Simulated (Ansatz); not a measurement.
Wanted: the native input for an Ansatz 0.2.0 run.

```
Task                : relaxation of cell and atoms
Functional          : PBEsol
Potentials or basis : all-electron LAPW, scalar-relativistic
Basis error allowed : 0.001 eV/atom
k mesh              : 11 × 11 × 10
Occupations         : fermi-dirac, width 0.05 eV
Spin                : no spin polarisation
Target pressure     : 5 GPa
```

The system is Ge.

```
Ge
1.0
     1.39715   -2.60052    0.00000
     1.39715    2.60052    0.00000
     0.00000    0.00000    2.69823
Ge
1
Direct
  0.50000 0.50000 0.00000
```

This isn't the form of Ge at room conditions, which is diamond.

The input as run:

input.yaml

```yaml
crystal:
  lattice:
    - [1.397149, -2.600516, 0.0]
    - [1.397149, 2.600516, 0.0]
    - [0.0, 0.0, 2.698231]
  atoms:
    - { symbol: Ge, position: [0.5, 0.5, 0.0] }
kpoints:
  mp_grid: { grid: [11, 11, 10] }
scf:
  occupations: { method: fermi_dirac, width: 0.05 }
hamiltonian:
  xc: pbesol
  pseudopotentials: { kind: all_electron, lapw: { basis_error: 0.001 } }
output:
  forces: true
  stress: true
relax:
  f_tol: 0.01
  max_steps: 60
  cell: { p_target: 5 }
```

Potentials or basis: all-electron LAPW, scalar-relativistic.

The run is started by

```bash
$ ansatz run input.yaml --threads 1 --pin off --max-ram 3072MiB --backend cpu --events-out ev --progress --plain --runs-dir out
```

Results of the run:

```json
{"Relaxed volume": "17.38 Å³/atom", "Relaxed cell": "a = 2.783 Å, b = 2.783 Å, c = 2.619 Å, α = 90.00°, β = 90.00°, γ = 121.04°", "Space group after relaxing (to 0.05 Å)": "Cmmm (No. 65)", "Energy change on relaxing (the enthalpy is what falls)": "-5.4 meV/atom", "Ionic steps": "7", "Pressure after relaxing": "5.0 GPa"}
```

It took 41 s on 1 thread of AMD EPYC 7R13 Processor (Zen 3) (shared host), peak memory 0.4 GiB.
